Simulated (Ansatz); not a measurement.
Moving the choice of potentials or basis in GaP

Symmetry: F-43m, No. 216, cubic system. Conventional cell: a = 5.451 Å, b = 5.451 Å, c = 5.451 Å, α = 90.00°, β = 90.00°, γ = 90.00°. Ga (site symmetry -43m) is surrounded by 4 P at 2.36 Å. P (site symmetry -43m) has 4 Ga at 2.36 Å as nearest neighbours.

Kept alike: task band structure; functional PBEsol; k mesh 8 × 8 × 8; occupations fermi-dirac, width 0.05 eV; no spin polarisation. Program: Ansatz. Cutoffs run from 1020 to 3600 eV. The mesh is that of the run's cell of 2 atoms. No spin-orbit coupling.

| choice of potentials or basis | band gap (eV) |
| --- | --- |
| Ansatz PAW (files of its older set among them) (made for PBE) | 1.465 |
| JTH PAW (made for PBE) | 1.462 |
| PseudoDojo stringent (PBEsol files) | 1.469 |

Runs of this series that gave no sound value for these columns are left out. Gaps are the smaller of the mesh's and the band path's.

Question: What does the choice of potentials or basis change here?

Answer: The band gap runs from 1.462 (JTH PAW (made for PBE)) to 1.469 eV (PseudoDojo stringent (PBEsol files)). Measured: 2.34 eV at 10 K (arxiv:1810.01194). Semilocal gaps run low as a rule. The gap moves here only through the cell or the potentials.

The three sets give practically the same gap, from 1.462 to 1.469 eV, and their differences are negligible beside the distance to the measured 2.34 eV. This is expected for a covalent, weakly polar semiconductor. The valence band top is mainly P 3p, with some Ga p and d admixture, while the lowest conduction states, known to lie near X, are antibonding s–p combinations. All of these depend on the valence density in the bonding region, which well-built potentials reproduce alike. Using potentials made for PBE in a PBEsol calculation therefore appears to do little harm to the gap here.

The shortfall against experiment probably stems largely from the derivative discontinuity missing from the semilocal Kohn–Sham gap. Spin-orbit coupling cannot account for it, since splitting the valence top would narrow the gap further. Because the PBEsol files also belong to a different potential family, the series cannot separate the effect of the generating functional from that of the potential's construction.
